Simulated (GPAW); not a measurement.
Records of electronic-structure calculations.

```json
{"subject": "How the form of the self-energy moves the gap of InSe (GaSe-type monolayer)", "lattice_ang": [[4.0679, 0.0, 0.0], [-2.034, 3.5229, 0.0], [0.0, 0.0, 16.0]], "atoms": [["In", 0.3333, 0.6667, 0.588], ["In", 0.3333, 0.6667, 0.412], ["Se", 0.6667, 0.3333, 0.668], ["Se", 0.6667, 0.3333, 0.332]], "method": "DFT, PBE, plane waves, PAW (and 3 further levels or steps)", "program": "GPAW 26.7.0", "settings": "cutoff 450 eV, GPAW PAW setups 1.2.1 data release, 6×6×1 k-mesh, nbands 251", "cost": "4 runs, 5.5 min in all on 4 MPI ranks of Arm Neoverse V2, shared host", "notes": "The structure was relaxed with PBE. Limits: no spin-orbit coupling.", "results": {"one_shot_hse06": "2.115 eV", "g0w0_extrapolated_in_the_cutoff": "2.813 eV", "one_shot_hartree_fock": "6.684 eV", "known_limits": "short of the basis limit; no spin-orbit coupling"}}
```

[Long decimals in the printed logs are rounded to 6 places.]

[Logs are printed without paths, hosts, clocks, repeated set-up lines and the standing remarks that a program may print on its own settings, such as how far it seeks lower states.]

[Paths, hosts, dates, memory and timing lines, banners, echoed tables and standing remarks are left out of the program output; an Ansatz launch command may be rebuilt from the run's recorded settings. Measured values are a selection of at most five: reports struck by readers or far from the other reports are left out. None is set beside runs whose start may be inverted or whose files or cutoffs have a known fault.]

[Runs of the session that timed out or met a known fault of the program may be left out.]

[Hosts, paths, dates, database ids (printed as entryN), source tags and the programs' standing remarks are cut or masked in the printed files.]

[Where the starting crystal was built by hand or by swapping elements, it need not be the compound's stable phase.]
